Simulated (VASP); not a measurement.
# Settings for BAs: band structure

BAs, F-43m (no. 216), 2 atoms in the cell. TB-mBJ; PAW potentials As, B (PBE set). VASP 6.6.1.

Wanted: band energies at the path's corners within 0.02 eV; smallest gap over path and mesh within 0.01 eV.

What the run is for: bands; Accuracy asked: standard; Route: KPOINTS_OPT.

Band energies at the path's corners: counted from the valence top.

POSCAR:
```
BAs
1.0
    0.0000000000      2.3885000000      2.3885000000
    2.3885000000      0.0000000000      2.3885000000
    2.3885000000      2.3885000000      0.0000000000
As B
1 1
Direct
    0.7500000000      0.7500000000      0.7500000000
    0.0000000000      0.0000000000      0.0000000000
```

The series start from Plane-wave cutoff (eV): 370; k-point mesh: 6 × 6 × 6; k points a path segment: 12; Electronic threshold (eV): 1e-6; Precision mode (PREC): Accurate; Bands in all (NBANDS): 16; Aspherical gradient terms in the spheres (LASPH): yes. Each series keeps the choices made before it, and each single choice may use up half of a tolerance. Times cover all steps of a run.

## Plane-wave cutoff (eV)

| Plane-wave cutoff (eV) | Band energies at the path's corners, largest deviation (eV) | Smallest gap over path and mesh (eV) | Time (s) |
|---|---|---|---|
| 260 | 0.018 | 1.755 | 32 |
| 320 | 0.007 | 1.758 | 35 |
| 370 | 0.002 | 1.762 | 40 |
| 420 | 0.001 | 1.762 | 52 |
| 510 (reference) | 0.000 | 1.762 | 63 |

Chosen: 320, the loosest value from which every tighter one stays within half of the tolerance.

## k-point mesh

| k-point mesh | Band energies at the path's corners, largest deviation (eV) | Smallest gap over path and mesh (eV) | Time (s) |
|---|---|---|---|
| 3 × 3 × 3 | 0.129 | 1.857 | 23 |
| 4 × 4 × 4 | 0.044 | 1.789 | 47 |
| 5 × 5 × 5 | 0.016 | 1.763 | 34 |
| 6 × 6 × 6 | 0.006 | 1.758 | 35 |
| 8 × 8 × 8 | 0.001 | 1.754 | 60 |
| 10 × 10 × 10 (reference) | 0.000 | 1.751 | 60 |

Chosen: 8 × 8 × 8.

## Electronic threshold (eV)

| Electronic threshold (eV) | Band energies at the path's corners, largest deviation (eV) | Smallest gap over path and mesh (eV) | Time (s) |
|---|---|---|---|
| 0.001 | 0.004 | 1.753 | 35 |
| 0.0001 | 0.005 | 1.751 | 34 |
| 1e-5 | 0.002 | 1.754 | 34 |
| 1e-6 | 0.000 | 1.754 | 60 |
| 1e-7 (reference) | 0.000 | 1.754 | 62 |

Chosen: 0.001.

## Precision mode (PREC)

| Precision mode (PREC) | Band energies at the path's corners, largest deviation (eV) | Smallest gap over path and mesh (eV) | Time (s) |
|---|---|---|---|
| SingleN | 0.001 | 1.754 | 17 |
| Normal | 0.000 | 1.753 | 20 |
| Accurate (reference) | 0.000 | 1.753 | 35 |

Chosen: SingleN.

## Bands in all (NBANDS)

| Bands in all (NBANDS) | Band energies at the path's corners, largest deviation (eV) | Smallest gap over path and mesh (eV) | Time (s) |
|---|---|---|---|
| 6 | 0.010 | 1.753 | 9.5 |
| 7 | 0.005 | 1.755 | 14 |
| 8 | 0.005 | 1.755 | 16 |
| 10 | 0.005 | 1.755 | 11 |
| 16 | 0.003 | 1.754 | 17 |
| 26 (reference) | 0.000 | 1.752 | 24 |

Chosen: 7.

## Aspherical gradient terms in the spheres (LASPH)

| Aspherical gradient terms in the spheres (LASPH) | Band energies at the path's corners, largest deviation (eV) | Smallest gap over path and mesh (eV) | Time (s) |
|---|---|---|---|
| no | 0.054 | 1.794 | 5.3 |
| yes (reference) | 0.000 | 1.755 | 14 |

Chosen: yes; the one before it in the list is off by more than half of the tolerance.

## All choices together

| Input | Band energies at the path's corners, largest deviation (eV) | Smallest gap over path and mesh (eV) | Time (s) |
|---|---|---|---|
| the program's defaults (naive) | 0.061 | 1.803 | 6.3 |
| chosen settings | 0.005 | 1.755 | 14 |
| reference settings throughout | 0.000 | 1.755 | 283 |

The tolerance is met.

## The input

INCAR.step1:
```
ISMEAR = 0
SIGMA = 0.03
LWAVE = T
LCHARG = F
NBANDS = 7
PREC = SingleN
LASPH = T
LREAL = F
ALGO = Normal
EDIFF = 0.001
NELM = 120
GGA_COMPAT = F
ENCUT = 320
EFERMI = MIDGAP
GGA = PE
```

INCAR.step2, as INCAR.step1 but for:
```
- LWAVE = T
- GGA = PE
+ METAGGA = MBJ
+ LWAVE = F
+ LMIXTAU = T
+ ISTART = 1
```

KPOINTS:
```
Automatic mesh
0
Gamma
  8 8 8
  0 0 0
```

KPOINTS_OPT:
```
path GXWKGLUWLK,UX
12
line-mode
reciprocal
 0.0000000000  0.0000000000  0.0000000000  G
 0.5000000000  0.0000000000  0.5000000000  X

 0.5000000000  0.0000000000  0.5000000000  X
 0.5000000000  0.2500000000  0.7500000000  W

 0.5000000000  0.2500000000  0.7500000000  W
 0.3750000000  0.3750000000  0.7500000000  K

 0.3750000000  0.3750000000  0.7500000000  K
 0.0000000000  0.0000000000  0.0000000000  G

 0.0000000000  0.0000000000  0.0000000000  G
 0.5000000000  0.5000000000  0.5000000000  L

 0.5000000000  0.5000000000  0.5000000000  L
 0.6250000000  0.2500000000  0.6250000000  U

 0.6250000000  0.2500000000  0.6250000000  U
 0.5000000000  0.2500000000  0.7500000000  W

 0.5000000000  0.2500000000  0.7500000000  W
 0.5000000000  0.5000000000  0.5000000000  L

 0.5000000000  0.5000000000  0.5000000000  L
 0.3750000000  0.3750000000  0.7500000000  K

 0.6250000000  0.2500000000  0.6250000000  U
 0.5000000000  0.0000000000  0.5000000000  X
```

Commands (each step's output is kept before the next begins):
```
cat potpaw_PBE.64/As/POTCAR potpaw_PBE.64/B/POTCAR > POTCAR
cp INCAR.step1 INCAR
mpirun -np 1 vasp_std > vasp.out
cp INCAR.step2 INCAR
mpirun -np 1 vasp_std > vasp.out
```

The chosen input took VASP 6.6.1 14 s on 1 core (Intel Xeon Platinum 8488C (Sapphire Rapids)), a shared host.

## An input that fails: too few bands

VASP's message: The number of bands is not sufficient to hold all electrons. I am sorry, but this calculation does not make sense. If you want to calculate only selected states, you need to set either EFERMI or EREF. EREF specifies around which energy states are supposed to be calculated. I found NBANDS = 3, NELECT = ….

Changes against the starting input:
```
- NBANDS = 16
- NELM = 120
+ NBANDS = 3
+ NELM = 98
```
